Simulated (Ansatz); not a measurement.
Here is an Ansatz 0.2.0 calculation.

File input.yaml:

```yaml
crystal:
  lattice:
    - [0.0, 3.2333428, 3.2333428]
    - [3.2333428, 0.0, 3.2333428]
    - [3.2333428, 3.2333428, 0.0]
  atoms:
    - { symbol: Sn, position: [0.75, 0.75, 0.75] }
    - { symbol: Sn, position: [0.5, 0.5, 0.5] }
hamiltonian:
  xc: r2scan
  pseudopotentials: { kind: paw }
kpoints:
  mp_grid: { grid: [7, 7, 7] }
  band_path:
    path:
      - [[0.0, 0.0, 0.0], [0.5, 0.0, 0.5], [0.5, 0.25, 0.75], [0.375, 0.375, 0.75], [0.0, 0.0, 0.0], [0.5, 0.5, 0.5], [0.625, 0.25, 0.625], [0.5, 0.25, 0.75], [0.5, 0.5, 0.5], [0.375, 0.375, 0.75]]
      - [[0.625, 0.25, 0.625], [0.5, 0.0, 0.5]]
    npoints: 14
scf:
  occupations: { method: fermi_dirac, width: 0.05 }
  n_extra_bands: 6
output:
  forces: true
  stress: true
  eigenvalues: true
  fatbands: true
```

Potentials or basis: Ansatz PAW.

The run is started by

```console
$ ansatz run input.yaml --threads 2 --pin off --max-ram 5632MiB --backend cpu --events-out ev --progress --plain --runs-dir out
```

Task: What does it give for the band gap on the k mesh?

Result: None (metal or under the smearing width).

Task: Estimate the pressure.

Result: 2.2 GPa.

Levels at the corners of the path, in eV from the Fermi level:
```csv
point,band 10,band 11,band 12,band 13,band 14,band 15,band 16,band 17,band 18,band 19
Γ,-22.09,-11.23,-0.30,-0.02,-0.02,-0.02,2.20,2.20,2.20,5.39
X,-22.02,-7.92,-7.92,-2.74,-2.74,0.88,0.88,8.21,8.21,9.91
W,-22.00,-7.86,-7.86,-3.33,-3.33,3.67,3.67,4.21,4.21,9.58
K,-22.00,-8.35,-7.40,-3.68,-2.36,1.18,3.56,6.13,6.32,7.15
Γ,-22.09,-11.23,-0.30,-0.02,-0.02,-0.02,2.20,2.20,2.20,5.39
L,-22.05,-9.49,-6.66,-1.31,-1.31,0.14,3.35,3.35,5.92,8.96
U,-22.00,-8.35,-7.40,-3.68,-2.36,1.18,3.56,6.13,6.32,7.15
W,-22.00,-7.86,-7.86,-3.33,-3.33,3.67,3.67,4.21,4.21,9.58
L,-22.05,-9.49,-6.66,-1.31,-1.31,0.14,3.35,3.35,5.92,8.96
K,-22.00,-8.35,-7.40,-3.68,-2.36,1.18,3.56,6.13,6.32,7.15
U,-22.00,-8.35,-7.40,-3.68,-2.36,1.18,3.56,6.13,6.32,7.15
X,-22.02,-7.92,-7.92,-2.74,-2.74,0.88,0.88,8.21,8.21,9.91
```

Caveat: spin-orbit coupling is left out, which moves the levels of the heavy elements; the PAW data sets come from PBE, with cores solved anew for the run's functional, which leaves a small shift of forces and pressure.
